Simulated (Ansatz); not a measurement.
# AlN: the cost of one run

Computed with Ansatz 0.2.0, driven from Python. The levels of theory stand in the script.

**1. The structure**

The structure is cubic, space group F-43m (No. 216). The conventional cell has a = 4.368 Å, b = 4.368 Å, c = 4.368 Å, α = 90.00°, β = 90.00°, γ = 90.00°. Al (site symmetry -43m) is surrounded by 4 N at 1.89 Å. N (site symmetry -43m) is surrounded by 4 Al at 1.89 Å.

The script holds or builds the structure itself.

**2. Script**

ddh_aln.py reads:

```python
import warnings

import ansatz
import numpy as np


def count_gap(report):
    # lowest empty less highest filled band, counting bands; zero where they overlap
    return max(report.get("gap_by_band_count_ev") or 0.0, 0.0)

warnings.simplefilter("ignore", ansatz.DeckWarning)

lattice = ansatz.Lattice.of(
    [0.0, 2.183994, 2.183994],
    [2.183994, 0.0, 2.183994],
    [2.183994, 2.183994, 0.0],
)
sites = [
    ("Al", [0.0, 0.0, 0.0]),
    ("N", [0.75, 0.75, 0.75]),
]
aln = ansatz.Crystal(lattice=lattice)
for symbol, position in sites:
    aln = aln.atom(symbol, position)

calculation = (
    aln.calculation()
    .kpoints(4, center="gamma")
    .occupations("fixed")
    .band_table()
)
semilocal = calculation.functional("pbesol").run(threads=1, pin="off").report
hybrid = calculation.functional(exchange="pbesol", correlation="pbesol", exact_fraction="inverse_dielectric").run(threads=1, pin="off").report
alpha = hybrid["hybrid"]["exact_exchange_fraction"]
print(f"fraction of exact exchange {alpha:.4f}, so eps_inf = {1 / alpha:.2f}")
print(f"gap by band count: {count_gap(semilocal):.3f} eV semilocal, {count_gap(hybrid):.3f} eV hybrid")
```

**3. The input behind the calls**

The package turns the script's settings into the engine's input (first run):

```yaml
crystal:
  lattice:
    - [0.0, 2.183994, 2.183994]
    - [2.183994, 0.0, 2.183994]
    - [2.183994, 2.183994, 0.0]
  atoms:
    - { symbol: Al, position: [0.0, 0.0, 0.0] }
    - { symbol: "N", position: [0.75, 0.75, 0.75] }
kpoints:
  mp_grid:
    grid: [4, 4, 4]
    shift: [0.0, 0.0, 0.0]
hamiltonian:
  xc: pbesol
scf:
  occupations:
    method: fixed
output:
  eigenvalues: true
```

**4. Launch**

Command:

```
> python ddh_aln.py
```

**Question.** How long does this script take on 1 thread of Arm Neoverse V2, shared host, and how much memory does it need?

About 7 s, with a peak of 0.49 GiB.
